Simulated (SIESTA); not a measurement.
The system is Ge.

```
Ge
1.0
     0.00000    2.82891    2.82891
     2.82891    0.00000    2.82891
     2.82891    2.82891    0.00000
Ge
2
Direct
  0.75000 0.75000 0.75000
  0.50000 0.50000 0.50000
```

Base run:

- Program: SIESTA 5.4.2
- Functional: PBE
- Potentials or basis: PseudoDojo 0.4 standard (PBE files)
- Basis: DZP (energy shift 0.002 Ry)
- Grid cutoff: 800 Ry
- Energy shift: 0.002 Ry
- k mesh: 8 × 8 × 8
- Occupations: fermi-dirac, width 0.05 eV
- Spin: no spin polarisation

Its results: band gap on the k mesh none (metal or under the smearing width); pressure 7.4 GPa.

The run is repeated on the same cell with these changes: functional from PBE to PBEJsJrLO. What comes out?

Band gap on the k mesh none (metal or under the smearing width); pressure 5.5 GPa.

Caveats: semicore shells carry a single zeta, which can move pressures by several GPa and volumes by a few percent; the basis of atomic orbitals isn't converged, which shifts pressures, moduli and gaps; the potentials were made for another functional, which shifts forces and pressure (some runs).
